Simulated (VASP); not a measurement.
# GaN (F-43m) in VASP: band structure with PBE

Aim: the band structure of GaN with PBE.

All numbers are computed with VASP 6.6.1; they aren't measurements. Logs are shortened: lines on timing, memory, paths and dates and some standing lists are left out, and cuts for length are marked.

**What was measured.**

From a printed reference work, textbook, for a bulk crystal of GaN at 0 K: band gap 3.299 eV (direct).

How close the calculation comes is told below.

**1. The structure**

Symmetry: F-43m, No. 216, cubic system. Conventional cell: a = 4.549 Å, b = 4.549 Å, c = 4.549 Å, α = 90.00°, β = 90.00°, γ = 90.00°. Ga (site symmetry -43m) is surrounded by 4 N at 1.97 Å. N (site symmetry -43m) is surrounded by 4 Ga at 1.97 Å.

The cell is a database's computed one.

**2. Band structure, PBE**

Contents of POSCAR:

```
GaN                                     
1.0
    0.0000000000      2.2743824362      2.2743824362
    2.2743824362      0.0000000000      2.2743824362
    2.2743824362      2.2743824362      0.0000000000
  Ga              N             
     1     1
Direct
     0.0000000000000000    0.0000000000000000    0.0000000000000000
     0.7500000000000000    0.7500000000000000    0.7500000000000000
```

Contents of INCAR.step1:

```
SYSTEM = GaN
PREC = Accurate
ENCUT = 900
EDIFF = 1E-7
ISMEAR = 0
SIGMA = 0.02
LREAL = .False.
LASPH = .True.
NELM = 100
ALGO = Normal
ISIF = 2
LWAVE = .False.
LCHARG = .True.
GGA = PE
NBANDS = 16
```

Contents of KPOINTS.step1:

```
Automatic mesh
0
Gamma
  12 12 12
  0 0 0
```

Contents of INCAR.step2:

```
SYSTEM = GaN
PREC = Accurate
ENCUT = 900
EDIFF = 1E-7
ISMEAR = 0
SIGMA = 0.05
LREAL = .False.
LASPH = .True.
NELM = 100
ALGO = Normal
ISIF = 2
LWAVE = .False.
LCHARG = .False.
GGA = PE
NBANDS = 16
ICHARG = 11
```

Contents of KPOINTS.step2:

```
path GXWKGLUWLK,UX
20
line-mode
reciprocal
 0.0000000000  0.0000000000  0.0000000000  G
 0.5000000000  0.0000000000  0.5000000000  X

 0.5000000000  0.0000000000  0.5000000000  X
 0.5000000000  0.2500000000  0.7500000000  W

 0.5000000000  0.2500000000  0.7500000000  W
 0.3750000000  0.3750000000  0.7500000000  K

 0.3750000000  0.3750000000  0.7500000000  K
 0.0000000000  0.0000000000  0.0000000000  G

 0.0000000000  0.0000000000  0.0000000000  G
 0.5000000000  0.5000000000  0.5000000000  L

 0.5000000000  0.5000000000  0.5000000000  L
 0.6250000000  0.2500000000  0.6250000000  U

 0.6250000000  0.2500000000  0.6250000000  U
 0.5000000000  0.2500000000  0.7500000000  W

 0.5000000000  0.2500000000  0.7500000000  W
 0.5000000000  0.5000000000  0.5000000000  L

 0.5000000000  0.5000000000  0.5000000000  L
 0.3750000000  0.3750000000  0.7500000000  K

 0.6250000000  0.2500000000  0.6250000000  U
 0.5000000000  0.0000000000  0.5000000000  X
```

Potentials or basis: VASP PAW PBE potentials, release 64 (Ga_h, N_h).

Command:

```bash
> cat potpaw_PBE.64/Ga_h/POTCAR potpaw_PBE.64/N_h/POTCAR > POTCAR
> cp INCAR.step1 INCAR
> cp KPOINTS.step1 KPOINTS
> mpirun -np 1 vasp_std > vasp.out
> cp INCAR.step2 INCAR
> cp KPOINTS.step2 KPOINTS
> mpirun -np 1 vasp_std > vasp.out
```

OUTCAR:

```text
SYSTEM = GaN
   PREC = Accurate
   ENCUT = 900
   EDIFF = 1E-7
   ISMEAR = 0
   LREAL = .False.
   LASPH = .True.
   NELM = 100
   ISIF = 2
   GGA = PE
   ICHARG = 11

 ion  position               nearest neighbor table
   1  0.000  0.000  0.000-
   2  0.750  0.750  0.750-

  LATTYP: Found a face centered cubic cell.
 ALAT       =     4.5487648724

  Lattice vectors:

 A1 = (   0.0000000000,   2.2743824362,   2.2743824362)
 A2 = (   2.2743824362,   0.0000000000,   2.2743824362)
 A3 = (   2.2743824362,   2.2743824362,   0.0000000000)

Analysis of symmetry for initial positions (statically):
=====================================================================
 Subroutine PRICEL returns:
 Original cell was already a primitive cell.

 Routine SETGRP: Setting up the symmetry group for a
 face centered cubic supercell.

 Subroutine GETGRP returns: Found 24 space group operations
 (whereof 24 operations were pure point group operations)
 out of a pool of 48 trial point group operations.

The static configuration has the point symmetry T_d .

Analysis of symmetry for dynamics (positions and initial velocities):
=====================================================================
 Subroutine PRICEL returns:
 Original cell was already a primitive cell.

 Routine SETGRP: Setting up the symmetry group for a
 face centered cubic supercell.

 Subroutine GETGRP returns: Found 24 space group operations
 (whereof 24 operations were pure point group operations)
 out of a pool of 48 trial point group operations.

The dynamic configuration has the point symmetry T_d .

 Subroutine INISYM returns: Found 24 space group operations
 (whereof 24 operations are pure point group operations),
 and found     1 'primitive' translations

----------------------------------------------------------------------------------------

                                     Primitive cell

  volume of cell :      23.5299

  direct lattice vectors                    reciprocal lattice vectors
     0.000000000  2.274382436  2.274382436    -0.219839897  0.219839897  0.219839897
     2.274382436  0.000000000  2.274382436     0.219839897 -0.219839897  0.219839897
     2.274382436  2.274382436  0.000000000     0.219839897  0.219839897 -0.219839897

  length of vectors
     3.216462487  3.216462487  3.216462487     0.380773871  0.380773871  0.380773871

  position of ions in fractional coordinates (direct lattice)
     0.000000000  0.000000000  0.000000000
     0.750000000  0.750000000  0.750000000

  ion indices of the primitive-cell ions
   primitive index   ion index
                 1           1
                 2           2

----------------------------------------------------------------------------------------

 KPOINTS: path GXWKGLUWLK,UX

Interpolating k-points between supplied coordinates.

 Line segments in fractional coordinates (reciprocal lattice):
    0.000000  0.000000  0.000000  ...  0.500000  0.000000  0.500000
    0.500000  0.000000  0.500000  ...  0.500000  0.250000  0.750000
    0.500000  0.250000  0.750000  ...  0.375000  0.375000  0.750000
    0.375000  0.375000  0.750000  ...  0.000000  0.000000  0.000000
    0.000000  0.000000  0.000000  ...  0.500000  0.500000  0.500000
    0.500000  0.500000  0.500000  ...  0.625000  0.250000  0.625000
    0.625000  0.250000  0.625000  ...  0.500000  0.250000  0.750000
    0.500000  0.250000  0.750000  ...  0.500000  0.500000  0.500000
    0.500000  0.500000  0.500000  ...  0.375000  0.375000  0.750000
    0.625000  0.250000  0.625000  ...  0.500000  0.000000  0.500000

 Generated    20 points on each line segment, for a total of    200 k-points:

 Following reciprocal coordinates:
            Coordinates               Weight
  0.000000  0.000000  0.000000      0.005000
  0.026316  0.000000  0.026316      0.005000
  0.052632  0.000000  0.052632      0.005000
  0.078947  0.000000  0.078947      0.005000
  0.105263  0.000000  0.105263      0.005000
  0.131579  0.000000  0.131579      0.005000
[... 16 lines left out ...]
  0.500000  0.026316  0.526316      0.005000
  0.500000  0.039474  0.539474      0.005000
 [... further k-points ...]
   k-points           NKPTS =    200   k-points in BZ     NKDIM =    200   number of bands    NBANDS=     16
   number of dos      NEDOS =    301   number of ions     NIONS =      2
   total plane-waves  NPLWV =  32768
   dimension x,y,z NGX =    32 NGY =   32 NGZ =   32
   dimension x,y,z NGXF=    64 NGYF=   64 NGZF=   64
   ions per type =               1   1
   NGX,Y,Z   is equivalent  to a cutoff of  16.54, 16.54, 16.54 a.u.
   NGXF,Y,Z  is equivalent  to a cutoff of  33.08, 33.08, 33.08 a.u.
 SYSTEM =  GaN
   PREC   = accura    normal or accurate (medium, high low for compatibility)
   ISTART =      0    job   : 0-new  1-cont  2-samecut
   ICHARG =     11    charge: 1-file 2-atom 10-const
   ISPIN  =      1    spin polarized calculation?
   LNONCOLLINEAR =      F non collinear calculations
   LSORBIT =      F    spin-orbit coupling
   LASPH  =      T    aspherical Exc in radial PAW
   ENCUT  =  900.0 eV  66.15 Ry    8.13 a.u.   7.87  7.87  7.87*2*pi/ulx,y,z
   NELM   =    100;   NELMIN=  2; NELMDL=  0     # of ELM steps
   EDIFF  = 0.1E-06   stopping-criterion for ELM
   LREAL  =      F    real-space projection
   EDIFFG = 0.1E-05   stopping-criterion for IOM
   NSW    =      0    number of steps for IOM
   IBRION =     -1    ionic relax: 0-MD 1-quasi-New 2-CG
   NFREE  =      0    steps in history (QN), initial steepest desc. (CG)
   ISIF   =      2    stress and relaxation
   ISYM   =      2    0-nonsym 1-usesym 2-fastsym
   POTIM  = 0.5000    time-step for ionic-motion
   TEBEG  =    0.0;   TEEND  =   0.0 temperature during run
   PSTRESS=    0.0 pullay stress
   NELECT =      18.0000    total number of electrons
   NUPDOWN=      -1.0000    fix difference up-down
   EMIN   =  10.00;   EMAX   =-10.00  energy-range for DOS
   EFERMI =   0.00;   METHOD = LEGACY
   ISMEAR =     0;   SIGMA  =   0.05  broadening in eV -4-tet -1-fermi 0-gaus
   EFERMI_NEDOS =   21; number of points for ismear=-14 and -15
   IALGO  =     38    algorithm
   IMIX   =      4    mixing-type and parameters
     AMIX     =   0.40;   BMIX     =  1.00
     AMIX_MAG =   1.60;   BMIX_MAG =  1.00
  volume/ion in A,a.u.               =      11.76        79.39
  Fermi-wavevector in a.u.,A,eV,Ry     =   1.497243  2.829378 30.500662  2.241735
  Thomas-Fermi vector in A             =   2.609156
   LORBIT       =      0    0 simple, 1 ext, 2 COOP (PROOUT), +10 PAW based schemes
   GGA     = PE    functional components
   LHFCALC =     F    Hartree Fock is set to
   AEXX    =    0.0000 exact exchange contribution
   IVDW    =     0    specifies the selected vdW correction
   LEPSILON=     F    determine dielectric tensor
   LRPA    =     F    only Hartree local field effects (RPA)
 non-spin polarized calculation
 Gauss-broadening in eV      SIGMA  =   0.05
  energy-cutoff  :      900.00
  volume of cell :       23.53
 maximum number of plane-waves:      1461
 NGX is ok and might be reduce to    32

 number of electron      18.0000008 magnetization

 Free energy of the ion-electron system (eV)
  ---------------------------------------------------
  ext. energy  EPLUGINS =         0.00000000
  ---------------------------------------------------
  free energy    TOTEN  =       -12.51634472 eV

  energy without entropy =      -12.51634472  energy(sigma->0) =      -12.51634472

 E-fermi :   6.6987     XC(G=0): -11.4304

 val. band max:        6.4709400365   @ k =   0.0000   0.0000   0.0000
 cond. band min:       8.0159603419   @ k =   0.0000   0.0000   0.0000
 fundamental gap:      1.5450203053
 Fermi energy:         6.6987054082

 k-point     1 :       0.0000    0.0000    0.0000
  band No.  band energies     occupation
      1      -9.2370      2.00000
      2      -6.9690      2.00000
      3      -6.9690      2.00000
      4      -6.9690      2.00000
      5      -6.6756      2.00000
      6      -6.6756      2.00000
[... 8 lines left out ...]
     15      25.0448      0.00000
     16      25.0448      0.00000

 k-point     2 :       0.0263    0.0000    0.0263
  band No.  band energies     occupation
      1      -9.2271      2.00000
      2      -6.9673      2.00000
      3      -6.9673      2.00000
      4      -6.9665      2.00000
      5      -6.6763      2.00000
      6      -6.6751      2.00000
[... 8 lines left out ...]
     15      24.4567      0.00000
     16      25.0921      0.00000

 k-point     3 :       0.0526    0.0000    0.0526
  band No.  band energies     occupation
      1      -9.1978      2.00000
      2      -6.9623      2.00000
      3      -6.9623      2.00000
      4      -6.9586      2.00000
      5      -6.6785      2.00000
      6      -6.6737      2.00000
[... 8 lines left out ...]
     15      24.2070      0.00000
     16      25.2333      0.00000

 k-point     4 :       0.0789    0.0000    0.0789
  band No.  band energies     occupation
      1      -9.1501      2.00000
      2      -6.9540      2.00000
      3      -6.9540      2.00000
      4      -6.9447      2.00000
      5      -6.6818      2.00000
      6      -6.6713      2.00000
[... 8 lines left out ...]
     15      24.6280      0.00000
     16      25.4673      0.00000

 k-point     5 :       0.1053    0.0000    0.1053
  band No.  band energies     occupation
      1      -9.0859      2.00000
      2      -6.9426      2.00000
      3      -6.9426      2.00000
      4      -6.9240      2.00000
      5      -6.6853      2.00000
      6      -6.6681      2.00000
[... 8 lines left out ...]
     15      25.2060      0.00000
     16      25.7917      0.00000

 k-point     6 :       0.1316    0.0000    0.1316
  band No.  band energies     occupation
      1      -9.0081      2.00000
      2      -6.9284      2.00000
      3      -6.9284      2.00000
      4      -6.8957      2.00000
      5      -6.6874      2.00000
      6      -6.6641      2.00000
[... 8 lines left out ...]
     15      25.8789      0.00000
     16      26.2057      0.00000
[... 267 lines left out ...]
 k-point    21 :       0.5000    0.0000    0.5000
  band No.  band energies     occupation
      1      -8.2799      2.00000
      2      -6.8853      2.00000
      3      -6.6905      2.00000
      4      -6.6905      2.00000
      5      -6.6046      2.00000
      6      -4.9943      2.00000
[... 8 lines left out ...]
     15      27.6882      0.00000
     16      30.8187      0.00000

 k-point    22 :       0.5000    0.0132    0.5132
  band No.  band energies     occupation
      1      -8.2798      2.00000
      2      -6.8849      2.00000
      3      -6.6914      2.00000
      4      -6.6905      2.00000
      5      -6.6048      2.00000
      6      -4.9925      2.00000
[... 8 lines left out ...]
     15      27.7008      0.00000
     16      30.8147      0.00000

 k-point    23 :       0.5000    0.0263    0.5263
  band No.  band energies     occupation
      1      -8.2798      2.00000
      2      -6.8839      2.00000
      3      -6.6941      2.00000
      4      -6.6904      2.00000
      5      -6.6055      2.00000
      6      -4.9871      2.00000
[... 8 lines left out ...]
     15      27.7380      0.00000
     16      30.8028      0.00000

 k-point    24 :       0.5000    0.0395    0.5395
  band No.  band energies     occupation
      1      -8.2797      2.00000
      2      -6.8823      2.00000
      3      -6.6985      2.00000
      4      -6.6902      2.00000
      5      -6.6067      2.00000
      6      -4.9783      2.00000
[... 8 lines left out ...]
     15      27.7976      0.00000
     16      30.8235      0.00000

 [... further k-points ...]

------------------------ aborting loop because EDIFF is reached ----------------------------------------

  FORCE on cell =-STRESS in cart. coord.  units (eV):
  Direction    XX          YY          ZZ          XY          YZ          ZX
  --------------------------------------------------------------------------------------
  -------------------------------------------------------------------------------------
  Total       -1.3539837     -1.3539837     -1.3539837     -0.0000000     -0.0000000     -0.0000000
  in kB      -92.1941876    -92.1941876    -92.1941876     -0.0000000     -0.0000000     -0.0000000
  external PRESSURE =     -92.1941876 kB  Pullay stress =       0.0000000 kB

 VOLUME and BASIS-vectors are now :
 -----------------------------------------------------------------------------
  energy-cutoff  :      900.00
  volume of cell :       23.53
      direct lattice vectors                 reciprocal lattice vectors
     0.000000000  2.274382436  2.274382436    -0.219839897  0.219839897  0.219839897
     2.274382436  0.000000000  2.274382436     0.219839897 -0.219839897  0.219839897
     2.274382436  2.274382436  0.000000000     0.219839897  0.219839897 -0.219839897

 POSITION                                       TOTAL-FORCE (eV/Angst)
 -----------------------------------------------------------------------------------
      0.00000      0.00000      0.00000        -0.000000     -0.000000     -0.000000
      3.41157      3.41157      3.41157         0.000000      0.000000      0.000000
 -----------------------------------------------------------------------------------
    total drift:                               -0.000001     -0.000001     -0.000001

  FREE ENERGIE OF THE ION-ELECTRON SYSTEM (eV)
  ---------------------------------------------------
  free  energy   TOTEN  =       -12.5163447180 eV

  energy  without entropy=      -12.5163447180  energy(sigma->0) =      -12.51634472
```

Run time: 2.6 min. Hardware: 1 thread of AMD EPYC 7R13 (Zen 3), shared host; peak memory 0.26 GiB.

What came out:

```yaml
Band_gap_on_the_k_mesh: 1.54 eV, direct
Band_gap_along_the_path: 1.55 eV, direct
```

Levels at the corners of the path, in eV from the valence-band top:
```
point  band 5  band 6  band 7  band 8  band 9  band 10  band 11  band 12  band 13  band 14
    Γ  -13.15  -13.15    0.00    0.00    0.00     1.55    10.13    10.13    10.13    17.23
    X  -13.08  -11.47   -6.02   -2.61   -2.61     3.35     6.50    11.51    13.66    13.66
    X  -13.08  -11.47   -6.02   -2.61   -2.61     3.35     6.50    11.51    13.66    13.66
    W  -13.14  -11.21   -5.60   -3.57   -3.51     6.16     8.11    10.05    10.99    14.93
    W  -13.14  -11.21   -5.60   -3.57   -3.51     6.16     8.11    10.05    10.99    14.93
    K  -13.11  -11.32   -5.76   -4.11   -2.10     4.95     7.64    10.87    12.60    13.34
    K  -13.11  -11.32   -5.76   -4.11   -2.10     4.95     7.64    10.87    12.60    13.34
    Γ  -13.15  -13.15    0.00    0.00    0.00     1.55    10.13    10.13    10.13    17.23
    Γ  -13.15  -13.15    0.00    0.00    0.00     1.55    10.13    10.13    10.13    17.23
    L  -13.10  -11.90   -6.86   -0.94   -0.94     4.45     8.58    10.21    10.21    15.39
    L  -13.10  -11.90   -6.86   -0.94   -0.94     4.45     8.58    10.21    10.21    15.39
    U  -13.11  -11.32   -5.76   -4.11   -2.10     4.95     7.64    10.87    12.60    13.34
    U  -13.11  -11.32   -5.76   -4.11   -2.10     4.95     7.64    10.87    12.60    13.34
    W  -13.14  -11.21   -5.60   -3.57   -3.51     6.16     8.11    10.05    10.99    14.93
    W  -13.14  -11.21   -5.60   -3.57   -3.51     6.16     8.11    10.05    10.99    14.93
    L  -13.10  -11.90   -6.86   -0.94   -0.94     4.45     8.58    10.21    10.21    15.39
    L  -13.10  -11.90   -6.86   -0.94   -0.94     4.45     8.58    10.21    10.21    15.39
    K  -13.11  -11.32   -5.76   -4.11   -2.10     4.95     7.64    10.87    12.60    13.34
    U  -13.11  -11.32   -5.76   -4.11   -2.10     4.95     7.64    10.87    12.60    13.34
    X  -13.08  -11.47   -6.02   -2.61   -2.61     3.35     6.50    11.51    13.66    13.66
```

Caveat: the cutoff is under 1.25 times the usual one of these potentials, so pressure, stress and relaxed cells hold a basis-set (Pulay) error; the log is that of the step along the path at fixed density, whose energy, stress, charges and moments have no meaning.

**3. Comparison with measurements**

Step 2. A measured gap of GaN is 3.299 eV (direct; 0 K; a printed reference work, textbook); the calculated 1.55 eV misses it by -1.75 eV. So large a miss can be the level of theory's own, or it may mean another phase, state or a wrong row. Spin-orbit coupling on Ga is left out. The value is that of PBE, without temperature or zero-point motion. Semilocal functionals fall short of measured gaps as a rule. The cell is a database's relaxed one, not the measured one, which moves gaps too.
